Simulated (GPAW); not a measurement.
Crystal: Ag.

```
CELL_PARAMETERS angstrom
0.00000 2.04275 2.04275
2.04275 0.00000 2.04275
2.04275 2.04275 0.00000
ATOMIC_POSITIONS crystal
Ag 0.00000 0.00000 0.00000
```

* Program: GPAW 26.7.0
* Task: relaxation of cell and atoms
* Functional: LDA
* Potentials or basis: the program's PAW data sets (release 1.2.1) made for this functional
* Cutoff: 600 eV
* Basis: pw
* k mesh: 11 × 11 × 11
* Occupations: fermi-dirac, width 0.05 eV
* Spin: no spin polarisation

At the start: pressure -7.6 GPa; volume 17.05 Å³/atom.

Where does the relaxation end?

Over 4 steps the energy falls by 27.3 meV/atom and the volume is 15.98 Å³/atom (-6.2 %); space group Fm-3m (No. 225, to 0.05 Å).

The path:
| step | energy change (eV) | largest force (eV/Å) | pressure (GPa) | volume (Å³) |
| --- | --- | --- | --- | --- |
| 1 | 0.0000 | 0.0000 | -7.55 | 17.05 |
| 2 | -0.0210 | 0.0000 | -3.91 | 16.47 |
| 3 | -0.0272 | 0.0000 | 0.58 | 15.91 |
| 4 | -0.0273 | 0.0000 | -0.03 | 15.98 |

Final structure:
```cif
data_structure
_symmetry_space_group_name_H-M 'P 1'
_symmetry_Int_Tables_number 1
_cell_length_a 2.8274
_cell_length_b 2.8274
_cell_length_c 2.8274
_cell_angle_alpha 60.000
_cell_angle_beta 60.000
_cell_angle_gamma 60.000
_cell_volume 15.98
loop_
_atom_site_label
_atom_site_type_symbol
_atom_site_fract_x
_atom_site_fract_y
_atom_site_fract_z
_atom_site_occupancy
Ag1 Ag 0.00000 0.00000 0.00000 1
```

Caveat: later steps reuse the first step's grids.
